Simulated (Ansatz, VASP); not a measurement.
## TiAs: VASP beside Ansatz

One calculation is typed for both programs; each brings its own data sets and cutoff. How far apart do they land?

Method: plane waves, with VASP 6.6.1 beside it; relaxation of cell and atoms at r2SCAN, in Ansatz 0.2.0.

**1. The structure**

The structure is hexagonal, space group P6_3/mmc (No. 194). Conventional cell: a = 3.644 Å, b = 3.644 Å, c = 12.043 Å, α = 90.00°, β = 90.00°, γ = 120.00°. Nearest to Ti lie 6 As at 2.54 to 2.64 Å. Nearest to As lie 6 Ti at 2.54 Å. Nearest to As lie 6 Ti at 2.64 Å. Farther neighbours are not listed.

**2. VASP: relaxation of cell and atoms, r2SCAN**

The relaxed volume is the usual yardstick between codes: its relative difference is about their pressure difference at one cell divided by the bulk modulus.

Lines of VASP's logs that name or quote its potential files are left out, and so is its time.

Input file INCAR:

```
SYSTEM = TiAs
PREC = Accurate
ENCUT = 520
EDIFF = 1E-06
NELM = 100
ISMEAR = -1
SIGMA = 0.05
LREAL = .FALSE.
ALGO = Normal
METAGGA = R2SCAN
LASPH = .TRUE.
NBANDS = 42
LORBIT = 11
LWAVE = .FALSE.
LCHARG = .FALSE.
KPAR = 8
IBRION = 2
NSW = 60
ISIF = 3
EDIFFG = -0.01
```

Input file POSCAR:

```
TiAs
1.0
    3.6444535024      0.0000000000      0.0000000000
   -1.8222267512      3.1561893160      0.0000000000
    0.0000000000      0.0000000000     12.0434802800
Ti As
4 4
Direct
    0.3333333300      0.6666666700      0.1174929600
    0.6666666700      0.3333333300      0.6174929600
    0.6666666700      0.3333333300      0.8825070400
    0.3333333300      0.6666666700      0.3825070400
    0.0000000000      0.0000000000      0.0000000000
    0.0000000000      0.0000000000      0.5000000000
    0.3333333300      0.6666666700      0.7500000000
    0.6666666700      0.3333333300      0.2500000000
```

Input file KPOINTS:

```
Automatic mesh
0
Gamma
7 7 2
0 0 0
```

The projector-augmented-wave data sets are Ti_sv and As (PBE family, release 64).

Command:

```sh
mpirun -np 8 vasp_std
```

Numbers of over 12 decimals in the logs are rounded to 6 here.

The log of the run:

```text
[banner, memory and clock lines left out]
running    8 mpi-ranks, on    1 nodes
 distrk:  each k-point on    1 cores,    8 groups
 distr:  one band on    1 cores,    1 groups

 POSCAR found type information on POSCAR TiAs
 POSCAR found :  2 types and       8 ions
|                                                                             |
|           W    W    AA    RRRRR   N    N  II  N    N   GGGG   !!!           |
|           W    W   A  A   R    R  NN   N  II  NN   N  G    G  !!!           |
|           W    W  A    A  R    R  N N  N  II  N N  N  G       !!!           |
|           W WW W  AAAAAA  RRRRR   N  N N  II  N  N N  G  GGG   !            |
|           WW  WW  A    A  R   R   N   NN  II  N   NN  G    G                |
|           W    W  A    A  R    R  N    N  II  N    N   GGGG   !!!           |
|                                                                             |
|     For optimal performance we recommend to set                             |
|       NCORE = 2 up to number-of-cores-per-socket                            |
|     NCORE specifies how many cores store one orbital (NPAR=cpu/NCORE).      |
|     This setting can greatly improve the performance of VASP for DFT.       |
|     The default, NCORE=1 might be grossly inefficient on modern             |
|     multi-core architectures or massively parallel machines. Do your        |
|     Unfortunately you need to use the default for GW and RPA                |
|     calculations (for HF NCORE is supported but not extensively tested      |
|     yet).                                                                   |
|                                                                             |

|                                                                             |
|               ----> ADVICE to this user running VASP <----                  |
|                                                                             |
|     You enforced a specific xc type in the INCAR file but a different       |
|     [... a line on the potential file left out ...]
|     I HOPE YOU KNOW WHAT YOU ARE DOING!                                     |
|                                                                             |

 LDA part: xc-table for (None), standard interpolation
 POSCAR, INCAR and KPOINTS ok, starting setup
 FFT: planning ... GRIDC
 FFT: planning ... GRID_SOFT
 FFT: planning ... GRID
 WAVECAR not read
 entering main loop
       N       E                     dE             d eps       ncg     rms          rms(c)
DAV:   1     0.807485111203E+03    0.80749E+03   -0.34124E+04  1344   0.184E+03
DAV:   2    -0.972735764540E+01   -0.81721E+03   -0.80174E+03  1344   0.561E+02
DAV:   3    -0.126965672830E+03   -0.11724E+03   -0.11517E+03  2066   0.180E+02
DAV:   4    -0.141656449455E+03   -0.14691E+02   -0.14598E+02  2048   0.551E+01
DAV:   5    -0.142530303711E+03   -0.87385E+00   -0.87233E+00  2024   0.128E+01    0.245E+01
DAV:   6    -0.119021712730E+03    0.23509E+02   -0.78283E+01  1778   0.653E+01    0.599E+00
DAV:   7    -0.119124565868E+03   -0.10285E+00   -0.47894E+00  1822   0.133E+01    0.360E+00
DAV:   8    -0.119173724042E+03   -0.49158E-01   -0.38953E-01  1774   0.320E+00    0.525E-01
DAV:   9    -0.119179600770E+03   -0.58767E-02   -0.59770E-02  2032   0.119E+00    0.409E-01
DAV:  10    -0.119180834558E+03   -0.12338E-02   -0.15221E-03  1842   0.224E-01    0.311E-01
DAV:  11    -0.119182107833E+03   -0.12733E-02   -0.25762E-03  1960   0.331E-01    0.314E-02
DAV:  12    -0.119182170634E+03   -0.62801E-04   -0.43010E-04  2070   0.957E-02    0.205E-02
DAV:  13    -0.119182173588E+03   -0.29540E-05   -0.20627E-05  1720   0.246E-02    0.854E-03
DAV:  14    -0.119182178643E+03   -0.50558E-05   -0.29671E-06  1398   0.129E-02    0.174E-03
DAV:  15    -0.119182178164E+03    0.47900E-06   -0.45651E-07  1136   0.641E-03
   1 F= -.11918218E+03 E0= -.11916587E+03  d E =-.119182E+03
 curvature:   0.00 expect dE= 0.000E+00 dE for cont linesearch  0.000E+00
 trial: gam= 0.00000 g(F)=  0.194E-03 g(S)=  0.154E-03 ort = 0.000E+00 (trialstep = 0.100E+01)
 search vector abs. value=  0.348E-03
 bond charge predicted
       N       E                     dE             d eps       ncg     rms          rms(c)
DAV:   1    -0.119181391288E+03    0.78736E-03   -0.56313E-02  1694   0.337E+00    0.118E-01
DAV:   2    -0.119182451006E+03   -0.10597E-02   -0.12811E-02  1464   0.745E-01    0.797E-02
DAV:   3    -0.119182405190E+03    0.45816E-04   -0.63665E-04  1944   0.184E-01    0.393E-02
DAV:   4    -0.119182393485E+03    0.11705E-04   -0.11409E-04  1960   0.683E-02    0.951E-03
DAV:   5    -0.119182393860E+03   -0.37465E-06   -0.24969E-05  1960   0.302E-02    0.735E-03
DAV:   6    -0.119182392471E+03    0.13885E-05   -0.24988E-06  1302   0.112E-02    0.425E-03
DAV:   7    -0.119182391467E+03    0.10045E-05   -0.89638E-07   954   0.656E-03    0.110E-03
DAV:   8    -0.119182391274E+03    0.19315E-06   -0.26169E-07   898   0.369E-03
   2 F= -.11918239E+03 E0= -.11916623E+03  d E =-.213109E-03
 trial-energy change:   -0.000213  1 .order   -0.000213   -0.000348   -0.000077
 step:   1.2855(harm=  1.2855)  dis= 0.00197  next Energy=  -119.182402 (dE=-0.224E-03)
 reached required accuracy - stopping structural energy minimisation
```

From OUTCAR (step 2):

```text
ion  position               nearest neighbor table
   1  0.333  0.667  0.117-   5 2.54   5 2.54   5 2.54   8 2.64   8 2.64   8 2.64
   2  0.667  0.333  0.617-   6 2.54   6 2.54   6 2.54   7 2.64   7 2.64   7 2.64
   3  0.667  0.333  0.883-   5 2.54   5 2.54   5 2.54   7 2.64   7 2.64   7 2.64
   4  0.333  0.667  0.383-   6 2.54   6 2.54   6 2.54   8 2.64   8 2.64   8 2.64
   5  0.000  0.000  0.000-   1 2.54   3 2.54   3 2.54   1 2.54   3 2.54   1 2.54
   6  0.000  0.000  0.500-   2 2.54   4 2.54   2 2.54   4 2.54   2 2.54   4 2.54
   7  0.333  0.667  0.750-   2 2.64   3 2.64   2 2.64   3 2.64   2 2.64   3 2.64
   8  0.667  0.333  0.250-   1 2.64   4 2.64   1 2.64   4 2.64   1 2.64   4 2.64

  LATTYP: Found a hexagonal cell.
 ALAT       =     3.6444535024
 C/A-ratio  =     3.3046052781

 Subroutine GETGRP returns: Found 24 space group operations
 (whereof 12 operations were pure point group operations)

The static configuration has the point symmetry D_3d.
 The point group associated with its full space group is D_6h.

 Found     16 irreducible k-points:

   k-points           NKPTS =     16   k-points in BZ     NKDIM =     16   number of bands    NBANDS=     42

   dimension x,y,z NGX =    28 NGY =   28 NGZ =   90
   dimension x,y,z NGXF=    56 NGYF=   56 NGZF=  180

   ENCUT  =  520.0 eV  38.22 Ry    6.18 a.u.   6.78  6.78 22.39*2*pi/ulx,y,z

   NELECT =      68.0000    total number of electrons

 k-points in reciprocal lattice and weights: Automatic mesh
   0.00000000  0.00000000  0.00000000       0.010
   0.14285714  0.00000000  0.00000000       0.061
   0.28571429  0.00000000  0.00000000       0.061
   0.42857143  0.00000000  0.00000000       0.061
   0.14285714  0.14285714  0.00000000       0.061
   0.28571429  0.14285714  0.00000000       0.122
   0.42857143  0.14285714  0.00000000       0.061
   0.28571429  0.28571429  0.00000000       0.061
   0.00000000  0.00000000  0.50000000       0.010
[...]
0.42857143  0.14285714  0.50000000       0.061
   0.28571429  0.28571429  0.50000000       0.061

 average (electrostatic) potential at core
       1 -78.1378       2 -78.1378       3 -78.1378       4 -78.1378       5 -51.1141
       6 -51.1141       7 -50.9201       8 -50.9201

 E-fermi :   8.0500

 k-point     1 :       0.0000    0.0000    0.0000
  band No.  band energies     occupation
    ...
     30       7.2373      2.00000
     31       7.7379      1.99612
     32       7.7379      1.99612
     33       7.8441      1.96796
     34       7.8441      1.96796
     35       8.3498      0.00497
     36       8.3498      0.00496
     37       8.4232      0.00115
     38       8.4640      0.00051
     39       8.4640      0.00051
    ...

 k-point     2 :       0.1429    0.0000    0.0000
  band No.  band energies     occupation
    ...
     31       6.6510      2.00000
     32       7.0404      2.00000
     33       7.2839      2.00000
     34       7.9288      1.83740
     35       8.0598      0.90249
     36       8.3077      0.01149
     37       8.3948      0.00202
     38       8.4805      0.00036
     39       9.0322      0.00000
     40       9.1954      0.00000
    ...

 k-point     3 :       0.2857    0.0000    0.0000
  band No.  band energies     occupation
    ...
     30       5.5955      2.00000
     31       5.8171      2.00000
     32       6.4794      2.00000
     33       6.8511      2.00000
     34       7.4688      1.99998
     35       8.3754      0.00298
     36       8.4331      0.00094
     37       8.6328      0.00002
     38       8.6742      0.00001
     39       9.2387      0.00000
    ...

  Total       -0.0431259     -0.0431259      0.0091447      0.0000000     -0.0000000      0.0000000
  in kB       -0.4985927     -0.4985927      0.1057249      0.0000000     -0.0000000      0.0000000
  external PRESSURE =      -0.2971535 kB  Pullay stress =       0.0000000 kB

  energy-cutoff  :      520.00
  volume of cell :      138.58
      direct lattice vectors                 reciprocal lattice vectors
     3.643489058  0.000000000 -0.000000000     0.274462194  0.158460821 -0.000000000
    -1.821744529  3.155354083  0.000000000    -0.000000000  0.316921643 -0.000000000
     0.000000000  0.000000000 12.054170037     0.000000000 -0.000000000  0.082958843

 POSITION                                       TOTAL-FORCE (eV/Angst)
 -----------------------------------------------------------------------------------
     -0.00000      2.10357      1.41475        -0.000000     -0.000000     -0.007570
      1.82174      1.05178      7.44183         0.000000      0.000000     -0.007570
      1.82174      1.05178     10.63942         0.000000      0.000000      0.007570
     -0.00000      2.10357      4.61234        -0.000000     -0.000000      0.007570
      0.00000      0.00000     -0.00000        -0.000000      0.000000      0.000000
      0.00000      0.00000      6.02709        -0.000000      0.000000      0.000000
     -0.00000      2.10357      9.04063         0.000000     -0.000000      0.000000
      1.82174      1.05178      3.01354        -0.000000      0.000000      0.000000
 -----------------------------------------------------------------------------------
    total drift:                                0.000013     -0.000008      0.000018

  FREE ENERGIE OF THE ION-ELECTRON SYSTEM (eV)
  ---------------------------------------------------
  free  energy   TOTEN  =      -119.1823912737 eV

  energy  without entropy=     -119.1500717135  energy(sigma->0) =     -119.16623149

 reached required accuracy - stopping structural energy minimisation

 total charge
# of ion       s       p       d       tot
------------------------------------------
    1        2.155   6.130   1.919  10.204
    2        2.155   6.130   1.919  10.204
    3        2.155   6.130   1.919  10.204
    4        2.155   6.130   1.919  10.204
    5        1.210   1.752   0.063   3.025
    6        1.210   1.752   0.063   3.025
    7        1.207   1.666   0.044   2.916
    8        1.207   1.666   0.044   2.916
--------------------------------------------------
tot         13.454  31.355   7.889  52.698

[... 3 further parts left out ...]
```

CONTCAR:

```
TiAs
   1.00000000000000
     3.6434890582502577    0.0000000000000000   -0.0000000000000000
    -1.8217445291251289    3.1553540828657836    0.0000000000000000
     0.0000000000000000    0.0000000000000000   12.0541700366452069
  Ti              As
     4     4
Direct
     0.3333333300000021    0.6666666699999979    0.1173659286255029
     0.6666666699999979    0.3333333300000021    0.6173659286255029
     0.6666666699999979    0.3333333300000021    0.8826340713744971
     0.3333333300000021    0.6666666699999979    0.3826340713744971
     0.0000000000000000    0.0000000000000000    0.0000000000000000
     0.0000000000000000    0.0000000000000000    0.5000000000000000
     0.3333333300000021    0.6666666699999979    0.7500000000000000
     0.6666666699999979    0.3333333300000021    0.2500000000000000
```

(Part 1 of 2 ends here.)

[Lines on the potential files, build, host, timing and source positions are cut from VASP's logs without a mark.]

[Logs are printed without paths, hosts, clocks, repeated set-up lines and the standing remarks that a program may print on its own settings, such as how far it seeks lower states.]

[Hosts, paths, dates, database ids (printed as entryN), source tags and the programs' standing remarks are cut or masked in the printed files.]
